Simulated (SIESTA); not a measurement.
Runs of SIESTA 5.4.2 on Ta. The structure is cubic, space group Im-3m (No. 229). The conventional cell has a = 3.303 Å, b = 3.303 Å, c = 3.303 Å, α = 90.00°, β = 90.00°, γ = 90.00°. Ta (site symmetry m-3m) is surrounded by 8 Ta at 2.86 Å. 

```csv
task,potentials or basis,cell,gap on the mesh (eV),pressure (GPa)
band structure,"PseudoDojo 0.4 standard (PBEsol files), DZ (energy shift 0.003 Ry; two zetas on semicore shells)",as given,none,(a)
band structure,"PseudoDojo 0.4 standard (PBEsol files), DZP (energy shift 0.003 Ry; two zetas on semicore shells)",as given,none,-3.9
single point,"PseudoDojo 0.4 standard (PBEsol files), DZP (energy shift 0.003 Ry; two zetas on semicore shells)",cell strained at random at fixed volume,none,-3.4
single point,"PseudoDojo 0.4 standard (PBEsol files), DZP (energy shift 0.003 Ry; two zetas on semicore shells)",as given,none,-3.9
band structure,"PseudoDojo 0.4 standard (PBEsol files), SZ (energy shift 0.003 Ry)",as given,none,-22.2
```

Alike in all rows: level PBEsol; no spin polarisation; k mesh 11 × 11 × 11; smearing fermi-dirac 0.05 eV; grid cutoff 800 Ry; energy shift 0.003 Ry.

Question: Estimate the missing entries.

Answer: (a) -5.4.

Caveats: short orbitals over semicore shells can move pressures by several GPa; the basis of atomic orbitals isn't converged, which shifts pressures, moduli and gaps; spin-orbit coupling is left out, which moves the levels of the heavy elements (some runs); the basis has no polarisation orbitals (some runs).

A k mesh can miss the band edges, and the runs leave out spin-orbit coupling on Ta.

A gap of «none» marks a metal or a gap under the smearing width.
